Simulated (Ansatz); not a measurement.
ZrO$_{2}$:
```xyz
6
Lattice="3.6013 0.0000 0.0000 0.0000 3.6013 0.0000 0.0000 0.0000 5.2281" Properties=species:S:1:pos:R:3 pbc="T T T"
Zr     0.0000     0.0000     0.0000
Zr     1.8007     1.8007     2.6140
O      0.0000     1.8007     1.0288
O      0.0000     1.8007     3.6429
O      1.8007     0.0000     1.5852
O      1.8007     0.0000     4.1992
```

Relaxed with r²SCAN. Special points in fractions of this cell's reciprocal vectors: Γ (0.000, 0.000, 0.000); X (0.000, 0.500, 0.000); M (0.500, 0.500, 0.000); Z (0.000, 0.000, 0.500); R (0.000, 0.500, 0.500); A (0.500, 0.500, 0.500).

**Question.** List the band energies nearest the valence-band maximum at these points for r²SCAN in the plane-wave PAW code Ansatz.

**Answer.** In eV from the valence-band maximum; about four levels below and three above (degenerate sets whole), none deeper than 8.9 eV; points with the same levels are listed once.

| k | below | above |
|---|---|---|
| Γ | -0.72 -0.16 -0.11 -0.11 | 4.60 5.10 5.78 |
| X | -1.45 -1.45 -0.12 -0.12 | 4.97 4.97 5.93 5.93 |
| M | -0.81 -0.81 -0.43 -0.43 | 5.66 5.66 6.00 6.00 |
| Z | -0.57 -0.57 -0.03 -0.03 | 5.14 5.14 5.76 5.76 |
| R | -1.32 -1.32 -0.86 -0.86 | 5.07 5.07 5.41 5.41 |
| A | -1.48 -1.48 -0.08 -0.08 | 5.68 5.68 6.22 6.22 |

Space group P4_2/nmc. This is a known high-temperature phase of the composition, computed here at zero pressure and temperature. Symmetry was held in the r²SCAN relaxation; its stability against distortions is not shown here. The run is not spin-polarised. Spin–orbit coupling is left out wherever it is not named.

Potentials: the later of the program's two PAW sets.
